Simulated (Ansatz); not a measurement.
Runs of Ansatz 0.2.0 on AgBr. The structure is cubic, space group Fm-3m (No. 225). The conventional cell has a = 5.740 Å, b = 5.740 Å, c = 5.740 Å, α = 90.00°, β = 90.00°, γ = 90.00°. Ag (site symmetry m-3m) has 6 Br at 2.87 Å as nearest neighbours. Br (site symmetry m-3m) has 6 Ag at 2.87 Å as nearest neighbours. 

```csv
task,level,spin,cell,k mesh,cutoff (eV),points for each segment of the path,mesh quality,gap on the mesh (eV),pressure (GPa),relaxed volume (Å³/atom)
relaxation of cell and atoms,BLYP,off,relaxed,8 × 8 × 8,420,-,not flagged,(a),0.0,27.12
band structure,r2SCAN,"SOC, no magnetisation",as given,6 × 6 × 6,500,14,not flagged,1.21,1.1,-
single point,HSE06,"SOC, no magnetisation",as given,4 × 4 × 4,420,-,coarse,1.92,(c),-
relaxation of cell and atoms,revPBE,off,relaxed,8 × 8 × 8,420,-,not flagged,0.85,0.0,26.31
relaxation of cell and atoms,HSE06,off,relaxed,4 × 4 × 4,420,-,coarse,(b),0.0,24.90
```

Alike in all rows: potentials or basis Ansatz PAW; smearing fermi-dirac 0.05 eV.

**Question.** Estimate the missing entries.

**Answer.** (a) 0.75; (b) 2.05; (c) 2.2.

Caveats: some runs use coarse meshes; the PAW data sets come from PBE, with cores solved anew for the run's functional, which leaves a small shift of forces and pressure; the plane-wave basis is chosen anew once the cell has moved, so the energies of steps on either side of that aren't comparable (some runs); the volume moved by +15 % from the deposited cell, more than functionals usually miss (some runs); the thresholds are loose for stress (some runs); the volume moved by +11 % from the deposited cell, more than functionals usually miss (some runs).

A k mesh can miss the band edges, and rows without SOC leave out spin-orbit coupling on Ag, Br.

Runs at the PBE level aren't shown here.
